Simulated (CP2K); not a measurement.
Crystal: Ti.

```
Ti
1.0
     2.95000    0.00000    0.00000
    -1.47500    2.55477    0.00000
     0.00000    0.00000    4.68000
Ti
2
Cartesian
  1.4750 0.8516 3.5100
  0.0000 1.7032 1.1700
```

Program: CP2K 2026.2. Alike in all runs: task atomic charges; potentials or basis POTENTIAL_UZH Ti GTH-PBE-q12; TZVP-MOLOPT-PBE-GTH basis; no spin polarisation; cell as given; k mesh 10 × 10 × 6; smearing fermi-dirac 0.05 eV.

Task: Order these runs on this cell by their pressure, lowest first.
A. level HLE16
B. level PBE
C. level PBEsol
D. level LDA
E. level RPBE

Result: A (-22.2 GPa), D (-9.3 GPa), C (-5.5 GPa), B (-1.4 GPa), E (1.6 GPa).

Caveats: the basis of atomic orbitals isn't converged, which shifts pressures, moduli and gaps; the potentials were made for another functional, which shifts forces and pressure (some runs); the potentials were made for a functional far from this one (some runs).
